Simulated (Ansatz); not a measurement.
Method: Ansatz, DFT PBE, scalar-relativistic, plane waves, PAW. All cells share a 420 eV cutoff and Γ-centred k meshes spaced at most about 0.3 Å⁻¹ (2π included). No spin polarisation.

These are static total energies at zero pressure.

Two relaxed structures of Al3Ga2As5:

A. Space group Imm2 (No. 44), orthorhombic, a = 4.056 Å, b = 20.283 Å, c = 5.734 Å. Around Al on a site of symmetry mm2 lie 4 As at 2.48 Å; Al on a site of symmetry m has 4 As at 2.48 Å; Ga has 4 As at 2.49 Å; As on a site of symmetry m has 2 Al at 2.48 Å and 2 Ga at 2.49 Å; around As on a site of symmetry mm2 lie 2 Al at 2.48 Å and 2 Ga at 2.49 Å; 1 more site not described.

B. Space group I-4m2 (No. 119), tetragonal, a = 4.055 Å, c = 28.678 Å. Al on a site of symmetry -4m2 has 4 As at 2.48 Å; around Al on a site of symmetry 2mm lie 4 As at 2.48 Å; Ga has 4 As at 2.49 Å; As on a site of symmetry 2mm has 2 Al at 2.48 Å and 2 Ga at 2.49 Å; As on a site of symmetry -4m2 has 4 Ga at 2.49 Å; 1 more site not described.

Question: Which arrangement of the elements on these sites is preferred, and by what margin?

Answer: They are level within the accuracy (2 meV/atom apart, with B the lower in these runs). The two share one framework of sites and differ in which element sits where. A has Al and Ga ordered on zinc blende sites, space group Imm2 (No. 44), 23.6 Å³/atom and a gap of 1.08 eV on its mesh; B has Al and Ga ordered on zinc blende sites, space group I-4m2 (No. 119), 23.6 Å³/atom and a gap of 1.04 eV. Counting As atoms around Al and Ga (those within 1.25 times the shortest such distance or 1.15 times the sum of covalent radii, 1.27 where that leaves under three), A and B both have Al 4, Ga 4. Both come from invented guesses. Shaken at random and relaxed again, B came back.

Kohn–Sham gaps at this level usually fall short of measured ones. Cells without such a test can be saddle points.
